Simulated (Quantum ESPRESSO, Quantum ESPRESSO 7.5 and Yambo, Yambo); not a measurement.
# Converging GW for MgI2 (1T monolayer) in Yambo

Wanted: a converged G0W0 gap of MgI2 (1T monolayer), or an estimate of the limit.

Calculated with Quantum ESPRESSO 7.5 and Yambo 5.3.0; PBE and many-body steps on it, plane waves.

### Step 1. The starting structure

The cell holds 3 atoms: 1 Mg and 2 I. Its edges and angles: a = 4.208 Å, b = 4.208 Å, c = 16.000 Å, α = 90.0°, β = 90.0°, γ = 120.0°. Vacuum lies along c.

The structure was relaxed with PBE. The runs that relaxed it are not among those shown. Spin-orbit coupling is left out unless a step names it.

### Step 2. Empty states on the mesh, 6×6×1 mesh, 356 bands

This step: Quantum ESPRESSO 7.5; DFT, PBE, plane waves, norm-conserving pseudopotentials.

The sums over transitions need many empty states on a uniform mesh; this step solves for them.

Contents of pw.in:

```
&control
  calculation = 'nscf'
  prefix = 'x'
  outdir = 'o'
  pseudo_dir = 'pseudo'
/
&system
  ibrav = 0
  nat = 3
  ntyp = 2
  ecutwfc = 76.0
  nbnd = 356
  force_symmorphic = .true.
/
&electrons
  conv_thr = 1e-9
  electron_maxstep = 80
  diago_full_acc = .true.
  diago_thr_init = 5e-6
/
ATOMIC_SPECIES
  Mg 24.305 Mg.upf
  I 126.9 I.upf
CELL_PARAMETERS angstrom
  4.2075425528 -0.0000000002 0.0000000000
  -2.1037712762 3.6438387383 0.0000000000
  0.0000000000 0.0000000000 16.0000000000
ATOMIC_POSITIONS crystal
  Mg 0.0000000000 0.0000000000 0.5000000000
  I 0.3333333333 0.6666666667 0.6046917666
  I 0.6666666667 0.3333333333 0.3953082334
K_POINTS automatic
  6 6 1 0 0 0
```

On the command line:

```sh
$ OMP_NUM_THREADS=1 mpirun -n 4 pw.x -nk 4 -in pw.in > pw.out
```

Output:

```text
Program PWSCF v.7.5 starts

     This program is part of the open-source Quantum ESPRESSO suite
     for quantum simulation of materials; please cite
         "P. Giannozzi et al., J. Phys.:Condens. Matter 21 395502 (2009);
         "P. Giannozzi et al., J. Phys.:Condens. Matter 29 465901 (2017);
         "P. Giannozzi et al., J. Chem. Phys. 152 154105 (2020);
     in publications or presentations arising from this work. More details at

     Atomic positions and unit cell read from directory:
     o/x.save/

     Message from routine setup:
[...]
18.2107  18.4250  19.1131  19.5234  20.0187  20.3310  20.6016  20.9957
     [... 33 further rows ...]
    67.2862  67.2897  67.5981  67.6018  67.7825  67.8972  67.9216  67.9891
    68.0302  68.1217  68.1536  68.3011

          k =-0.0000-0.5774 0.0000 ( 18536 PWs)   bands (ev):

     [... further k-points ...]

     highest occupied, lowest unoccupied level (ev):    -1.4034    2.2619

     XML data file, pseudopotentials, collected wavefunctions

=------------------------------------------------------------------------------=
   JOB DONE.
=------------------------------------------------------------------------------=
```

Wall time 2.4 min (4 MPI ranks of Intel Xeon Platinum 8488C (Sapphire Rapids), shared host); peak memory 2.5 GiB; 9.7 min of CPU time.

This step gave:

| Property | Result |
| --- | --- |
| gap | 3.665 eV |
| k of the valence top | 0, 0, 0 |
| k of the conduction bottom | 0, -0.5, 0 |
| least direct gap | 3.979 eV |
| k points computed | 7 |
| lowest point of the top converged band, above the valence top | 69.0914 eV |

On this mesh the gap is 3.665 eV.

The density comes from a self-consistent run that is not shown.

### Step 3. Conversion and set-up

This step: Yambo 5.3.0; conversion and set-up on PBE, plane waves, norm-conserving pseudopotentials.

The states are converted to the many-body program's format and the q mesh is built.

On the command line:

```sh
$ (cd o/x.save; p2y > p2y.log; mv SAVE ../..); yambo > setup.log
```

Output:

```text
 Yambo, version 5.3.0

 [02] CORE Variables Setup
 =========================

  [02.01] Unit cells
  ==================

  Cell kind             :  HCP
  Atoms in the cell     :  Mg  I
  number of Mg atoms    :  1
  number of I  atoms    :  2

  List of atomic masses
  Mass of Mg    :  24.30500
  Mass of I     :  126.9000

  List of atomic coordinates    : [cc]
  Mg1       :   0.00000   0.00000  15.11781  order 1
  I1       : -0.14559E-09   4.5906       18.283      order 2
  I2       :   3.97555   2.29529  11.95239  order 3

[...]
BZ  Q-points                                      :   36

 K/Q-points units:
 rlu = crystal or reduced units; cc = cartesian coordinates; iku = interal k-units

 Q [1]          [rlu]:  0.000000  0.000000  0.000000
 Q [2]          [rlu]: -0.83092E-17  0.16667       0.0000
 Q [3]          [rlu]: -0.16618E-16  0.33333       0.0000
 Q [4]          [rlu]:  0.24928E-16 -0.50000       0.0000
 Q [5]          [rlu]:  0.166667  0.166667  0.000000
 Q [6]          [rlu]:  0.166667  0.333333  0.000000
 Q [7]          [rlu]:  0.333333  0.333333  0.000000

  [03.01] X indexes
  =================

   [03.01.01] Sigma indexes
   ========================

 [06] Game Over & Game summary
```

Wall time 3.8 s (1 MPI rank); peak memory 0.26 GiB.

### Step 4. 97 bands, 81.6 eV

G0W0 replaces the xc potential by the self-energy, built once from these orbitals. Only a window of levels is corrected, while the sums run over the empty bands that the input names.

This step: G0W0 on PBE, plane waves, norm-conserving pseudopotentials.

Contents of gw1.in:

```
HF_and_locXC
gw0
dyson
ppa
em1d
rim_cut
rim_w
RandQpts= 3000000
RandGvec= 100 RL
CUTGeo= "slab z"
RandGvecW= 9 RL
EXXRLvcs= 76 Ry
VXCRLvcs= 304 Ry
Chimod= "HARTREE"
% BndsRnXp
 1 | 97 |
%
NGsBlkXp= 6 Ry
% LongDrXp
 1 | 1 | 0 |
%
% GbndRnge
 1 | 97 |
%
DysSolver= "n"
ExtendOut
PPAPntXp= 27.21138 eV
% QPkrange
 1 | 1 | 29 | 32 |
 4 | 4 | 29 | 32 |
%
```

On the command line:

```sh
$ OMP_NUM_THREADS=1 mpirun -n 4 yambo -F gw1.in -J gw1 -C gw1 > gw1.log
```

Output:

```text
 Yambo, version 5.3.0

 [02] CORE Variables Setup
 =========================

  [... cell, symmetries and grids as in the set-up ...]

  [02.05] Energies & Occupations
  ==============================

  [X] === General ===
  [X] Electronic Temperature                        :  0.000000  0.000000 [eV K]
  [X] Bosonic    Temperature                        :  0.000000  0.000000 [eV K]
  [X] Finite Temperature mode                       : no
  [X] El. density                                   :  0.24459E+24 [cm-3]
  [X] Fermi Level                                   : -1.403411 [eV]

  [X] === Gaps and Widths ===
  [X] Conduction Band Min                           :  3.665263 [eV]
  [X] Valence Band Max                              :  0.000000 [eV]
  [X] Filled Bands                                  :  30
  [X] Empty Bands                                   :    31   356
  [X] Direct Gap                                    :  3.979035 [eV]
  [X] Direct Gap localized at k                     :  1
  [X] Indirect Gap                                  :  3.665263 [eV]
  [X] Indirect Gap between kpts                     :   1   4
  [X] Last valence band width                       :  0.671967 [eV]
  [X] 1st conduction band width                     :  1.070350 [eV]

 [03] Transferred momenta grid and indexing
 ==========================================

 IBZ Q-points                                      :   7
 BZ  Q-points                                      :   36

 K/Q-points units:
 rlu = crystal or reduced units; cc = cartesian coordinates; iku = interal k-units

 Q [1]          [rlu]:  0.000000  0.000000  0.000000
 Q [2]          [rlu]: -0.83092E-17  0.16667       0.0000
 Q [3]          [rlu]: -0.16618E-16  0.33333       0.0000
 Q [4]          [rlu]:  0.24928E-16 -0.50000       0.0000
 Q [5]          [rlu]:  0.166667  0.166667  0.000000
 Q [6]          [rlu]:  0.166667  0.333333  0.000000
 Q [7]          [rlu]:  0.333333  0.333333  0.000000

 [04] Coloumb potential Random Integration (RIM)
 ===============================================

 Performing RIM of v_slab

  [04.01] RIM initialization
  ==========================

  * Diagonal components only detected *

  8 x (sBL volume)        :  0.033298 [a.u.]
  sBZ random points       :  3000000
  Points outside the sBZ  :  24000829
  RL volume               :  0.149843 [a.u.]
  Integrated volume       :  0.149837 [a.u.]

  [04.02] RIM integrals
  =====================

  Gamma point sphere radius             :  0.035709 [a.u.]
  Points outside the sphere             :  2398884
  [Int_sBZ(q=0) 1/q^2]*(Vol_sBZ)^(-1/3) =:  7.474062
                                 should be <:  7.795600

  Summary of Coulomb integrals for non-metallic bands |Q|[au] RIM/Bare

  Q [1] 0.100000E-4 0.958754 * Q [2] 0.152079 0.991553
  Q [5] 0.263409 1.022842 * Q [3] 0.304159 1.022456
  Q [6] 0.402364 1.017392 * Q [4] 0.456238 1.014421
  Q [7] 0.526819 1.011335
  Non-periodic chartesian directions : none
  Optical renormalization            :  30.23562 [au]
  Polarizability dimension           : length

 [05] Coloumb potential CutOffslab
 =================================

 Cut directionsZ
 Slab Cutoff:Z
 Symmetry test passed : yes

 [06] Dipoles
 ============

  [06.01] Setup: observables and procedures
  =========================================

  [WARNING] [x,Vnl] slows the Dipoles computation. To neglect it rename the ns.kb_pp file

 [07] Dynamic Dielectric Matrix (PPA)
 ====================================

 [WR./gw1//ndb.pp]---------------------------------------------------------------
  Brillouin Zone Q/K grids (IBZ/BZ)                :    7   36    7   36
  RL vectors                                       :  21779 [WF]
  Coulomb cutoff potential                         : slab z
  Electronic Temperature                           :  0.000000 [K]
  Bosonic    Temperature                           :  0.000000 [K]
  PPA    diel. fun.  energies                      : Perdew, Burke & Ernzerhof(X)+Perdew, Burke & Ernzerhof(C)
[...]
RL vectors in the sum                            :  21779
  [r,Vnl] included                                 : yes
  Field direction                                  :  0.707107E-5  0.707107E-5   0.00000
  BZ energy Double Grid                            : no
  BZ energy DbGd points                            : 0
  BZ Q point size factor                           : -1.000000
  X Optical Averaged directions                    : none

 [08] Local Exchange-Correlation + Non-Local Fock
 ================================================

 [VXC] Plane waves :  148115
 [EXS] Plane waves :  18431

 QP @ state[ 1 ] K range:  1  1
 QP @ state[ 1 ] b range:   29   32
 QP @ state[ 2 ] K range:   4   4
 QP @ state[ 2 ] b range:   29   32

 [xc] Functional : Perdew, Burke & Ernzerhof(X)+Perdew, Burke & Ernzerhof(C)
 [xc] LIBXC used to calculate xc functional
  PP Number of Atomic Species                      :  2
  NLCC RL compoments                               :  148115
  PP Number of Atomic Species                      :  2
  NLCC RL compoments                               :  148115

 [xc] E_xc :  -51.63343 [Ha]
      E_xc :  -103.2669 [Ry]

  Local XC kind (lXC) : Perdew, Burke & Ernzerhof(X)+Perdew, Burke & Ernzerhof(C)
  Non-Local XC kind (nlXC) : Hartree-Fock

  Corrections @ K [1] :  [eV]
 <29|nlXC|29> = -16.54691  0.31796E-17 <29|lXC|29> = -13.82048 -0.37763E-15
 <30|nlXC|30> = -16.54686  0.61484E-17 <30|lXC|30> = -13.82048  0.000000
 <31|nlXC|31> = -5.758376  0.18381E-17 <31|lXC|31> = -9.514106  0.000000
 <32|nlXC|32> = -4.905219 -0.37893E-18 <32|lXC|32> = -8.904741  0.000000

  Corrections @ K [4] :  [eV]
 <29|nlXC|29> = -16.01561 -0.13806E-17 <29|lXC|29> = -12.92482  0.000000
 <30|nlXC|30> = -16.30537 -0.38005E-17 <30|lXC|30> = -13.39132 -0.94408E-16
 <31|nlXC|31> = -5.720385 -0.34587E-18 <31|lXC|31> = -9.602717 -0.47204E-16
 <32|nlXC|32> = -4.763413  0.93126E-18 <32|lXC|32> = -8.729523  0.47204E-16

 [09] Dyson equation: Newton solver
 ==================================

  [09.01] RIM-W interpolation
  ===========================

  [WARNING] RIM-W works only for 2D semiconductors with slab cutoff
  Found compatible q grid: 2D
  q_min[ 1 ]:  0.16667      0.80429E-12   0.0000     [rlu]
   0.166667  0.083333  0.000000 [iku]
  q_min[ 2 ]:  0.28304E-11  0.16667       0.0000     [rlu]
   0.11978E-10  0.16667       0.0000     [iku]
  G-vectors :   9
  G-vectors loaded:   61
  Number of interpolated frequencies:  2

  Evaluating coefficients q = 0
  Evaluating coefficients q = 0

  [09.02] RIM-W integrals
  =======================

  8 x (sBL volume)        :  0.033298 [a.u.]
  sBZ random points       :  3000000
  Points outside the sBZ  :  24000829
  RL volume               :  0.149843 [a.u.]
  Integrated volume       :  0.149837 [a.u.]

  [09.03] RIM integrals
  =====================

  Comparison between head Wc = W - v averages: < Wc > [au] RIM-W/RIM

   < -Wc [Q = 1] > 0.171504E-1 0.119192E-4 * < -Wc [Q = 2] > 0.003903 0.003770
   < -Wc [Q = 3] > 0.804374E-3 0.791745E-3 * < -Wc [Q = 4] > 0.288496E-3 0.285451E-3
   < -Wc [Q = 5] > 0.001147 0.001128 * < -Wc [Q = 6] > 0.405381E-3 0.401680E-3
   < -Wc [Q = 7] > 0.204834E-3 0.204025E-3

  Comparison between head Wc = W - v averages: < Wc > [au] RIM-W/RIM

   < -Wc [G = 1,G`=0] > 0.171504E-1 0.119192E-4 * < -Wc [G = 2,G`=0] >-0.001239 0.000000
   < -Wc [G = 3,G`=0] >-0.001239 0.000000 * < -Wc [G = 4,G`=0] >-0.175121E-4  0.00000
   < -Wc [G = 5,G`=0] >-0.175030E-4  0.00000 * < -Wc [G = 6,G`=0] > 0.106889E-3  0.00000
   < -Wc [G = 7,G`=0] > 0.106879E-3  0.00000 * < -Wc [G = 8,G`=0] >-0.166604E-4  0.00000
   < -Wc [G = 9,G`=0] >-0.166596E-4  0.00000

 [10] G0W0 (W PPA)
 =================

 [  GW  ] Bands range     :    1   97
 [GW/PPA] G damping       :  0.100000 [eV]

 QP @ state[ 1 ] K range:  1  1
 QP @ state[ 1 ] b range:   29   32
 QP @ state[ 2 ] K range:   4   4
 QP @ state[ 2 ] b range:   29   32

  Sc/G bands                                       :    1   97
  Sc/G damping                                     :  0.100000 ev
  Sc bands terminator                              : no
  Sx RL components                                 :  18431

  QP @ state[ 1 ] K range                          :  1  1
  QP @ state[ 1 ] b range                          :   29   32
  QP @ state[ 2 ] K range                          :   4   4
  QP @ state[ 2 ] b range                          :   29   32
  GF energies kind                                 : Perdew, Burke & Ernzerhof(X)+Perdew, Burke & Ernzerhof(C)
  GF WF`s kind                                     : Perdew, Burke & Ernzerhof(X)+Perdew, Burke & Ernzerhof(C)
  Xs energies kind                                 : Perdew, Burke & Ernzerhof(X)+Perdew, Burke & Ernzerhof(C)
  Xs WF`s kind                                     : Perdew, Burke & Ernzerhof(X)+Perdew, Burke & Ernzerhof(C)

 [14] Game Over & Game summary
```

Elapsed: 3.6 min, on 4 MPI ranks; peak memory 4.5 GiB; 14 min of CPU time.

This step gave:

```
G0W0 gap on the points computed              : 5.851 eV
starting gap on the mesh                     : 3.665 eV
k of the valence top                         : 0, 0, 0
k of the conduction bottom                   : 0, -0.5, 0
least direct G0W0 gap on the computed points : 6.121 eV
Z at the valence top                         : 0.8149
Z at the conduction bottom                   : 0.8338
```

The gap on the mesh goes from 3.67 eV to 5.85 eV, a correction of +2.19 eV.

(Part 1 of 2 ends here.)

[Paths, hosts, dates, memory and timing lines, banners, echoed tables and standing remarks are left out of the program output.]

[Logs are printed without paths, hosts, clocks, repeated set-up lines and the standing remarks that a program may print on its own settings, such as how far it seeks lower states.]

[Runs of the session that timed out or met a known fault of the program may be left out.]

[Hosts, paths, dates, database ids (printed as entryN), source tags and the programs' standing remarks are cut or masked in the printed files.]
